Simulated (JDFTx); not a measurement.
Runs of JDFTx 1.7.0 (patched build) on Ni. Symmetry: Fm-3m, No. 225, cubic system. Conventional cell: a = 3.475 Å, b = 3.475 Å, c = 3.475 Å, α = 90.00°, β = 90.00°, γ = 90.00°. Ni (site symmetry m-3m) is surrounded by 12 Ni at 2.46 Å. 

| task | level | potentials or basis | k mesh | local potential set to -Z/r beyond | pseudo rcut | further solve for the empty bands | mesh quality | V0 of scaled cells (Å³/atom) | B0 (GPa) |
| --- | --- | --- | --- | --- | --- | --- | --- | --- | --- |
| equation of state | LDA | PseudoDojo-SR-LDA-0.4.1-standard | 13 × 13 × 13 | - | - | - | not flagged | 10.03 | (b) |
| equation of state | PBEsol | PseudoDojo-SR-PBEsol-0.4.1-standard | 13 × 13 × 13 | - | - | - | not flagged | (a) | 230 |
| equation of state | PBEsol | PseudoDojo-SR-PBEsol-0.4.1-standard with smoothed tails | 13 × 13 × 13 | 6 bohr | 6 | - | not flagged | (c) | 231 |
| equation of state | PBE | PseudoDojo-SR-PBE-0.5-standard | 13 × 13 × 13 | - | - | - | not flagged | 10.90 | 199 |

Alike in all rows: spin collinear, ferromagnetic start; cell as given; cutoff (eV) 1333; smearing fermi-dirac 0.05 eV.

**Question.** Estimate the missing entries.

**Answer.** (a) 10.39; (b) 255; (c) 10.38.

Not every run made on this cell is shown here.
